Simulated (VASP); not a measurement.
# Mg3H2 (Pm-3m) in VASP: further runs

The runs below take Mg3H2 through single point, relaxation of cell and atoms, with PBE.

All numbers are computed with VASP 6.6.1; they aren't measurements. Logs are shortened: lines on timing, memory, paths and dates and some standing lists are left out, and cuts for length are marked.

## (1) The cell of the first run

The structure is cubic, space group Pm-3m (No. 221). The conventional cell has a = 4.334 Å, b = 4.334 Å, c = 4.334 Å, α = 90.00°, β = 90.00°, γ = 90.00°. Mg (site symmetry 4/mmm) has 2 H at 2.17 Å as nearest neighbours. H (site symmetry m-3m) has 12 Mg at 3.06 Å as nearest neighbours. H (site symmetry m-3m) is surrounded by 6 Mg at 2.17 Å.

The cell was built by a generator and needn't be a form met in nature.

## (2) Single point, PBE (species swapped into the Tl2F3 type (Pm-3m, No. 221))

INCAR reads:

```
PREC = Accurate
ENCUT = 520
EDIFF = 1E-6
ISMEAR = 0
SIGMA = 0.1
LREAL = F
LASPH = T
NELM = 80
ALGO = Normal
ISIF = 2
LWAVE = F
LCHARG = T
GGA = PE
LELF = T
LVHAR = T
NBANDS = 12
```

KPOINTS reads:

```
Automatic mesh
0
Gamma
  10 10 10
```

POSCAR reads:

```
Mg3H2
1.0
    4.3340490257      0.0000000000      0.0000000000
    0.0000000000      4.3340490257      0.0000000000
    0.0000000000      0.0000000000      4.3340490257
Mg H
3 2
Direct
    0.5000000000      0.0000000000      0.0000000000
    0.0000000000      0.5000000000      0.0000000000
    0.0000000000      0.0000000000      0.5000000000
    0.5000000000      0.5000000000      0.5000000000
    0.0000000000      0.0000000000      0.0000000000
```

Potentials or basis: VASP PAW PBE potentials, release 64 (Mg, H).

The run is started by

```console
cat potpaw_PBE.64/Mg/POTCAR potpaw_PBE.64/H/POTCAR > POTCAR
mpirun -np 1 vasp_std > vasp.out
```

OUTCAR:

```text
PREC = Accurate
   ENCUT = 520
   EDIFF = 1E-6
   ISMEAR = 0
   LREAL = F
   LASPH = T
   NELM = 80
   ISIF = 2
   GGA = PE

 ion  position               nearest neighbor table
   1  0.500  0.000  0.000-   5 2.17   5 2.17   2 3.06   3 3.06   2 3.06   2 3.06   3 3.06   3 3.06
                             3 3.06   2 3.06
   2  0.000  0.500  0.000-   5 2.17   5 2.17   1 3.06   3 3.06   1 3.06   3 3.06   3 3.06   3 3.06
                             1 3.06   1 3.06
   3  0.000  0.000  0.500-   5 2.17   5 2.17   1 3.06   1 3.06   2 3.06   2 3.06   2 3.06   2 3.06
                             1 3.06   1 3.06
   4  0.500  0.500  0.500-
   5  0.000  0.000  0.000-   1 2.17   2 2.17   3 2.17   3 2.17   2 2.17   1 2.17

  LATTYP: Found a simple cubic cell.
 ALAT       =     4.3340490257

  Lattice vectors:

 A1 = (   4.3340490257,   0.0000000000,   0.0000000000)
 A2 = (   0.0000000000,   4.3340490257,   0.0000000000)
 A3 = (   0.0000000000,   0.0000000000,   4.3340490257)

Analysis of symmetry for initial positions (statically):
=====================================================================
 Subroutine PRICEL returns:
 Original cell was already a primitive cell.

 Routine SETGRP: Setting up the symmetry group for a
 simple cubic supercell.

 Subroutine GETGRP returns: Found 48 space group operations
 (whereof 48 operations were pure point group operations)
 out of a pool of 48 trial point group operations.

The static configuration has the point symmetry O_h .

Analysis of symmetry for dynamics (positions and initial velocities):
=====================================================================
 Subroutine PRICEL returns:
 Original cell was already a primitive cell.

 Routine SETGRP: Setting up the symmetry group for a
 simple cubic supercell.

 Subroutine GETGRP returns: Found 48 space group operations
 (whereof 48 operations were pure point group operations)
 out of a pool of 48 trial point group operations.

The dynamic configuration has the point symmetry O_h .

 Subroutine INISYM returns: Found 48 space group operations
 (whereof 48 operations are pure point group operations),
 and found     1 'primitive' translations

----------------------------------------------------------------------------------------

                                     Primitive cell

  volume of cell :      81.4107

  direct lattice vectors                    reciprocal lattice vectors
     4.334049026  0.000000000  0.000000000     0.230731123  0.000000000  0.000000000
[... 108 lines left out ...]
   EFERMI_NEDOS =   21; number of points for ismear=-14 and -15
   IALGO  =     38    algorithm
   IMIX   =      4    mixing-type and parameters
     AMIX     =   0.40;   BMIX     =  1.00
     AMIX_MAG =   1.60;   BMIX_MAG =  1.00
  volume/ion in A,a.u.               =      16.28       109.88
  Fermi-wavevector in a.u.,A,eV,Ry     =   0.755459  1.427611  7.765098  0.570719
  Thomas-Fermi vector in A             =   1.853358
   LORBIT       =      0    0 simple, 1 ext, 2 COOP (PROOUT), +10 PAW based schemes
   GGA     = PE    functional components
   LHFCALC =     F    Hartree Fock is set to
   AEXX    =    0.0000 exact exchange contribution
   IVDW    =     0    specifies the selected vdW correction
   LEPSILON=     F    determine dielectric tensor
   LRPA    =     F    only Hartree local field effects (RPA)
 non-spin polarized calculation
 Gauss-broadening in eV      SIGMA  =   0.10
  energy-cutoff  :      520.00
  volume of cell :       81.41
 maximum number of plane-waves:      2272
   NGX = 17   NGY = 17   NGZ = 17

 number of electron       7.9999997 magnetization

 Free energy of the ion-electron system (eV)
  ---------------------------------------------------
  ext. energy  EPLUGINS =         0.00000000
  ---------------------------------------------------
  free energy    TOTEN  =        -8.79515637 eV

  energy without entropy =       -8.78896976  energy(sigma->0) =       -8.79206306

 E-fermi :   2.1497     XC(G=0):  -8.3831

 val. band max:        2.0824762252   @ k =   0.1000   0.0000   0.0000
 cond. band min:       2.1555826581   @ k =   0.4000   0.4000   0.2000
 fundamental gap:      0.0731064329
 Fermi energy:         2.1497106992

 k-point     1 :       0.0000    0.0000    0.0000
  band No.  band energies     occupation
      1      -6.1869      2.00000
      2      -1.2775      2.00000
      3       2.5427      0.00000
      4       2.5427      0.00000
      5       2.5427      0.00000
      6       4.0352      0.00000
      7       4.0352      0.00000
      8       4.7335      0.00000
      9       9.5193      0.00000
     10       9.5193      0.00000
     11       9.5193      0.00000
     12      10.3754      0.00000
[... 331 lines left out ...]
 k-point    24 :       0.3000    0.1000    0.1000
  band No.  band energies     occupation
      1      -5.5881      2.00000
      2      -2.1415      2.00000
      3       1.0486      2.00000
      4       2.3979      0.00045
      5       3.1410      0.00000
      6       3.9203      0.00000
      7       5.1088      0.00000
      8       6.2686      0.00000
      9       6.6701      0.00000
     10       7.6570      0.00000
     11       8.6621      0.00000
     12       8.8917      0.00000

 [... further k-points ...]

------------------------ aborting loop because EDIFF is reached ----------------------------------------

  FORCE on cell =-STRESS in cart. coord.  units (eV):
  Direction    XX          YY          ZZ          XY          YZ          ZX
  --------------------------------------------------------------------------------------
  -------------------------------------------------------------------------------------
  Total       -0.0468120     -0.0468120     -0.0468120      0.0000000      0.0000000     -0.0000000
  in kB       -0.9212679     -0.9212679     -0.9212679      0.0000000      0.0000000     -0.0000000
  external PRESSURE =      -0.9212679 kB  Pullay stress =       0.0000000 kB

 VOLUME and BASIS-vectors are now :
 -----------------------------------------------------------------------------
  energy-cutoff  :      520.00
  volume of cell :       81.41
      direct lattice vectors                 reciprocal lattice vectors
     4.334049026  0.000000000  0.000000000     0.230731123  0.000000000  0.000000000
     0.000000000  4.334049026  0.000000000     0.000000000  0.230731123  0.000000000
     0.000000000  0.000000000  4.334049026     0.000000000  0.000000000  0.230731123

 POSITION                                       TOTAL-FORCE (eV/Angst)
 -----------------------------------------------------------------------------------
      2.16702      0.00000      0.00000         0.000000      0.000000      0.000000
      0.00000      2.16702      0.00000         0.000000      0.000000      0.000000
      0.00000      0.00000      2.16702         0.000000      0.000000      0.000000
      2.16702      2.16702      2.16702         0.000000      0.000000      0.000000
      0.00000      0.00000      0.00000         0.000000      0.000000      0.000000
 -----------------------------------------------------------------------------------
    total drift:                                0.000000      0.000000     -0.000000

  FREE ENERGIE OF THE ION-ELECTRON SYSTEM (eV)
  ---------------------------------------------------
  free  energy   TOTEN  =        -8.7951563689 eV

  energy  without entropy=       -8.7889697604  energy(sigma->0) =       -8.79206306
```

OSZICAR:

```text
N       E                     dE             d eps       ncg     rms          rms(c)
DAV:   1    -0.788033620858E+00   -0.78803E+00   -0.23123E+03  1344   0.470E+02
DAV:   2    -0.909937715905E+01   -0.83113E+01   -0.79942E+01  1732   0.530E+01
DAV:   3    -0.940975420828E+01   -0.31038E+00   -0.30663E+00  1700   0.823E+00
DAV:   4    -0.941150810515E+01   -0.17539E-02   -0.17536E-02  1520   0.736E-01
DAV:   5    -0.941152741861E+01   -0.19313E-04   -0.19313E-04  1656   0.831E-02    0.340E+00
DAV:   6    -0.888899132787E+01    0.52254E+00   -0.75697E-01  1564   0.297E+00    0.139E+00
DAV:   7    -0.879703477472E+01    0.91957E-01   -0.40351E-01  1532   0.263E+00    0.510E-01
DAV:   8    -0.879581086670E+01    0.12239E-02   -0.13311E-02  1464   0.671E-01    0.260E-01
DAV:   9    -0.879517580536E+01    0.63506E-03   -0.13897E-03  1540   0.194E-01    0.367E-02
DAV:  10    -0.879515293271E+01    0.22873E-04   -0.10600E-04  1568   0.434E-02    0.136E-02
DAV:  11    -0.879516094483E+01   -0.80121E-05   -0.45057E-05  1512   0.296E-02    0.113E-02
DAV:  12    -0.879515622392E+01    0.47209E-05   -0.15946E-05  1492   0.143E-02    0.168E-03
DAV:  13    -0.879515636888E+01   -0.14496E-06   -0.90334E-07  1008   0.463E-03
   1 F= -.87951564E+01 E0= -.87920631E+01  d E =-.618661E-02
```

stdout:

```text
POSCAR found type information on POSCAR MgH
 POSCAR found :  2 types and       5 ions
 scaLAPACK will be used
 LDA part: xc-table for (Slater+PW92), standard interpolation
 POSCAR, INCAR and KPOINTS ok, starting setup
 FFT: planning ... GRIDC
 FFT: planning ... GRID_SOFT
 FFT: planning ... GRID
 WAVECAR not read
 entering main loop
```

Run time: 42 s. Hardware: 1 thread of Intel Xeon Platinum 8175M at 2.50GHz (Skylake/Cascade Lake), shared host; peak memory 0.2 GiB.

Results:

```
Free energy            : -8.7952 eV
Pressure               : -0.1 GPa
Band gap on the k mesh : none (metal or under the smearing width)
```

Levels at points of the mesh, in eV from the Fermi level:
```csv
k point,band 1,band 2,band 3,band 4,band 5,band 6,band 7,band 8,band 9
"(0.00, 0.00, 0.00)",-8.34,-3.43,0.39,0.39,0.39,1.89,1.89,2.58,7.37
"(0.50, 0.00, 0.00)",-7.45,-5.06,-0.29,0.57,1.57,1.57,3.04,3.04,3.35
"(0.50, 0.50, 0.00)",-6.85,-3.60,-2.74,-2.74,2.59,2.64,2.68,4.26,4.26
"(0.50, 0.50, 0.50)",-6.38,-2.65,-1.12,-1.12,-1.12,-0.48,-0.48,-0.48,8.21
```

## (3) Relaxation of cell and atoms, PBE (species swapped into the Tl2F3 type (Pm-3m, No. 221))

INCAR reads:

```
SYSTEM = Mg3H2
PREC = Accurate
ENCUT = 600
EDIFF = 1E-6
ISMEAR = 0
SIGMA = 0.1
LREAL = .FALSE.
LASPH = .TRUE.
NELM = 80
ALGO = Normal
ISIF = 3
LWAVE = .FALSE.
LCHARG = .FALSE.
GGA = PE
IBRION = 2
NSW = 100
EDIFFG = -0.01
```

KPOINTS reads:

```
Automatic mesh
0
G
  10 10 10
  0 0 0
```

POSCAR: that of step 2 with these lines changed.

```diff
@@ -2,5 +2,5 @@
 1.0
-    4.3340490257      0.0000000000      0.0000000000
-    0.0000000000      4.3340490257      0.0000000000
-    0.0000000000      0.0000000000      4.3340490257
+    4.3525204766      0.0000000000      0.0000000000
+    0.0000000000      4.3525204766      0.0000000000
+    0.0000000000      0.0000000000      4.3525204766
 Mg H
```

Potentials or basis: VASP PAW PBE potentials, release 64 (Mg, H).

The run is started by

```console
cat potpaw_PBE.64/Mg/POTCAR potpaw_PBE.64/H/POTCAR > POTCAR
mpirun -np 1 vasp_std > vasp.out
```

OUTCAR:

```text
SYSTEM = Mg3H2
   PREC = Accurate
   ENCUT = 600
   EDIFF = 1E-6
   ISMEAR = 0
   LREAL = .FALSE.
   LASPH = .TRUE.
   NELM = 80
   ISIF = 3
   GGA = PE
   IBRION = 2
   NSW = 100
   EDIFFG = -0.01

 ion  position               nearest neighbor table
   1  0.500  0.000  0.000-   5 2.18   5 2.18   2 3.08   3 3.08   2 3.08   2 3.08   3 3.08   3 3.08
                             3 3.08   2 3.08
   2  0.000  0.500  0.000-   5 2.18   5 2.18   1 3.08   3 3.08   1 3.08   3 3.08   3 3.08   3 3.08
                             1 3.08   1 3.08
   3  0.000  0.000  0.500-   5 2.18   5 2.18   1 3.08   1 3.08   2 3.08   2 3.08   2 3.08   2 3.08
                             1 3.08   1 3.08
   4  0.500  0.500  0.500-
   5  0.000  0.000  0.000-   1 2.18   2 2.18   3 2.18   3 2.18   2 2.18   1 2.18

  LATTYP: Found a simple cubic cell.
 ALAT       =     4.3525204766

  Lattice vectors:

 A1 = (   4.3525204766,   0.0000000000,   0.0000000000)
 A2 = (   0.0000000000,   4.3525204766,   0.0000000000)
 A3 = (   0.0000000000,   0.0000000000,   4.3525204766)

Analysis of symmetry for initial positions (statically):
=====================================================================
 Subroutine PRICEL returns:
 Original cell was already a primitive cell.

 Routine SETGRP: Setting up the symmetry group for a
 simple cubic supercell.

 Subroutine GETGRP returns: Found 48 space group operations
 (whereof 48 operations were pure point group operations)
 out of a pool of 48 trial point group operations.

The static configuration has the point symmetry O_h .

Analysis of symmetry for dynamics (positions and initial velocities):
=====================================================================
 Subroutine PRICEL returns:
 Original cell was already a primitive cell.

 Routine SETGRP: Setting up the symmetry group for a
 simple cubic supercell.
[... 139 lines left out ...]
   IVDW    =     0    specifies the selected vdW correction
   LEPSILON=     F    determine dielectric tensor
   LRPA    =     F    only Hartree local field effects (RPA)
 conjugate gradient relaxation of ions
 non-spin polarized calculation
 Gauss-broadening in eV      SIGMA  =   0.10
  energy-cutoff  :      600.00
  volume of cell :       82.46
 maximum number of plane-waves:      2800
 NGX is ok and might be reduce to    36
   NGX = 17   NGY = 17   NGZ = 17

--------------------------------------- Ionic step        1  -------------------------------------------

 number of electron       8.0000000 magnetization

 Free energy of the ion-electron system (eV)
  ---------------------------------------------------
  ext. energy  EPLUGINS =         0.00000000
  ---------------------------------------------------
  free energy    TOTEN  =        -8.79413525 eV

  energy without entropy =       -8.78792222  energy(sigma->0) =       -8.79102874

------------------------ aborting loop because EDIFF is reached ----------------------------------------

  FORCE on cell =-STRESS in cart. coord.  units (eV):
  Direction    XX          YY          ZZ          XY          YZ          ZX
  --------------------------------------------------------------------------------------
  -------------------------------------------------------------------------------------
  Total       -0.2459758     -0.2459758     -0.2459758      0.0000000     -0.0000000      0.0000000
  in kB       -4.7794793     -4.7794793     -4.7794793      0.0000000     -0.0000000      0.0000000
  external PRESSURE =      -4.7794793 kB  Pullay stress =       0.0000000 kB
[... 65 lines left out ...]
--------------------------------------- Ionic step        3  -------------------------------------------

 number of electron       7.9999999 magnetization

 Free energy of the ion-electron system (eV)
  ---------------------------------------------------
  ext. energy  EPLUGINS =         0.00000000
  ---------------------------------------------------
  free energy    TOTEN  =        -8.79595377 eV

  energy without entropy =       -8.78977105  energy(sigma->0) =       -8.79286241

 E-fermi :   2.1611     XC(G=0):  -8.3896

 val. band max:        2.0931597162   @ k =   0.1000   0.0000   0.0000
 cond. band min:       2.1676166439   @ k =   0.4000   0.4000   0.2000
 fundamental gap:      0.0744569277
 Fermi energy:         2.1610822685

 k-point     1 :       0.0000    0.0000    0.0000
  band No.  band energies     occupation
      1      -6.1875      2.00000
      2      -1.2735      2.00000
      3       2.5533      0.00000
      4       2.5533      0.00000
      5       2.5533      0.00000
      6       4.0500      0.00000
      7       4.0500      0.00000
      8       4.7505      0.00000
[... 243 lines left out ...]
 k-point    24 :       0.3000    0.1000    0.1000
  band No.  band energies     occupation
      1      -5.5876      2.00000
      2      -2.1380      2.00000
      3       1.0581      2.00000
      4       2.4091      0.00045
      5       3.1548      0.00000
      6       3.9327      0.00000
      7       5.1220      0.00000
      8       6.2866      0.00000

 [... further k-points ...]
[... 5 lines left out ...]
  --------------------------------------------------------------------------------------
  -------------------------------------------------------------------------------------
  Total        0.0027038      0.0027038      0.0027038      0.0000000      0.0000000     -0.0000000
  in kB        0.0533244      0.0533244      0.0533244      0.0000000      0.0000000     -0.0000000
  external PRESSURE =       0.0533244 kB  Pullay stress =       0.0000000 kB
[... 20 lines left out ...]
  FREE ENERGIE OF THE ION-ELECTRON SYSTEM (eV)
  ---------------------------------------------------
  free  energy   TOTEN  =        -8.7959537739 eV

  energy  without entropy=       -8.7897710451  energy(sigma->0) =       -8.79286241

 reached required accuracy - stopping structural energy minimisation
```

CONTCAR:

```text
Mg3H2
   1.00000000000000
     4.3310062866689503    0.0000000000000000    0.0000000000000000
     0.0000000000000000    4.3310062866689503    0.0000000000000000
     0.0000000000000000   -0.0000000000000000    4.3310062866689503
  Mg              H
     3     2
Direct
     0.5000000000000000    0.0000000000000000    0.0000000000000000
     0.0000000000000000    0.5000000000000000    0.0000000000000000
     0.0000000000000000    0.0000000000000000    0.5000000000000000
     0.5000000000000000    0.5000000000000000    0.5000000000000000
     0.0000000000000000    0.0000000000000000    0.0000000000000000

  0.00000000E+00  0.00000000E+00  0.00000000E+00
  0.00000000E+00  0.00000000E+00  0.00000000E+00
  0.00000000E+00  0.00000000E+00  0.00000000E+00
  0.00000000E+00  0.00000000E+00  0.00000000E+00
  0.00000000E+00  0.00000000E+00  0.00000000E+00
```

It took 81 s on 1 thread of Intel Xeon Platinum 8175M at 2.50GHz (Skylake/Cascade Lake), shared host; peak memory 0.24 GiB.

What came out:

```
Free energy                            : -8.7960 eV
Relaxed volume                         : 16.25 Å³/atom
Relaxed cell                           : a = 4.331 Å, b = 4.331 Å, c = 4.331 Å, α = 90.00°, β = 90.00°, γ = 90.00°
Space group after relaxing (to 0.05 Å) : Pm-3m (No. 221)
Energy gained by relaxing              : 0.4 meV/atom
Ionic steps                            : 3
Pressure after relaxing                : 0.0 GPa
```

The path:
| step | energy change (eV) | largest force (eV/Å) | pressure (GPa) | volume (Å³) |
| --- | --- | --- | --- | --- |
| 1 | 0.0000 | 0.0000 | -0.48 | 82.46 |
| 2 | -0.0013 | 0.0000 | -0.25 | 81.87 |
| 3 | -0.0018 | 0.0000 | 0.01 | 81.24 |

Final structure:
```xyz
5
Lattice="4.3310 0.0000 0.0000 0.0000 4.3310 0.0000 0.0000 0.0000 4.3310" Properties=species:S:1:pos:R:3 pbc="T T T"
Mg    2.1655    0.0000    0.0000
Mg    0.0000    2.1655    0.0000
Mg    0.0000    0.0000    2.1655
H     2.1655    2.1655    2.1655
H     0.0000    0.0000    0.0000
```

Caveat: the bands computed are all filled at some k points, so no gap is given.
